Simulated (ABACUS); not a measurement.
Write the native input for ABACUS 3.10.1 that does the following.

```yaml
Task: band structure
Functional: revTPSS
Potentials_or_basis: SG15 ONCV 1.2 PBE
Cutoff: 1170 eV
Density_cutoff: 4680 eV
Basis: plane waves
Occupations: fermi-dirac, width 0.05 eV
Spin: no spin polarisation
Radial_cutoff_of_the_potentials_pseudo_rcut: 10 bohr
Threshold_of_the_eigensolver: 1e-07 Ry
Density: read from an earlier self-consistent run
Path: G-H-N-G-P-H, P-N
Points_for_each_segment_of_the_path: 10
SCF_threshold_on_the_density: 1e-08
Max_SCF_steps: 100
Eigensolver: dav
Mixing: broyden
Mixing_share: 0.7
Symmetry_key: -1
Bands: 24
```

Crystal: W.

```
CELL_PARAMETERS angstrom
-1.58234 1.58234 1.58234
1.58234 -1.58234 1.58234
1.58234 1.58234 -1.58234
ATOMIC_POSITIONS crystal
W 0.00000 0.00000 0.00000
```

These files were run (other wordings do the same):

INPUT

```
INPUT_PARAMETERS
suffix              W
calculation         nscf
basis_type          pw
pseudo_dir          ./
symmetry            -1
dft_functional      MGGA_X_REVTPSS+MGGA_C_REVTPSS
ecutwfc             86.0
pseudo_rcut         10
nspin               1
nbands              24
ks_solver           dav
smearing_method     fd
smearing_sigma      0.00367493
scf_thr             1e-08
scf_nmax            100
mixing_type         broyden
mixing_beta         0.7
mixing_tau          1
init_chg            file
pw_diag_thr         1e-07
out_band            1
kpar                4
```

STRU

```
ATOMIC_SPECIES
W 183.8400 W_ONCV_PBE-1.2.upf

LATTICE_CONSTANT
1.8897261246

LATTICE_VECTORS
-1.5823450000 1.5823450000 1.5823450000
1.5823450000 -1.5823450000 1.5823450000
1.5823450000 1.5823450000 -1.5823450000

ATOMIC_POSITIONS
Direct

W
0.0
1
0.0000000000 0.0000000000 0.0000000000 1 1 1
```

KPT

```
K_POINTS
8
Line
0.00000000 0.00000000 0.00000000 10 // G
0.50000000 -0.50000000 0.50000000 10 // H
0.00000000 0.00000000 0.50000000 10 // N
0.00000000 0.00000000 0.00000000 10 // G
0.25000000 0.25000000 0.25000000 10 // P
0.50000000 -0.50000000 0.50000000 1 // H
0.25000000 0.25000000 0.25000000 10 // P
0.00000000 0.00000000 0.50000000 1 // N
```

Potentials or basis: SG15 ONCV 1.2 PBE, plane waves.

Run with:

```console
$ OMP_NUM_THREADS=1 mpirun -np 4 abacus > log
```

Wall time 5.2 s on 4 MPI ranks on Intel(R) Xeon(R) Platinum 8375C CPU @ 2.90GHz (Ice Lake), on a shared host, peak memory 0.36 GiB a rank.
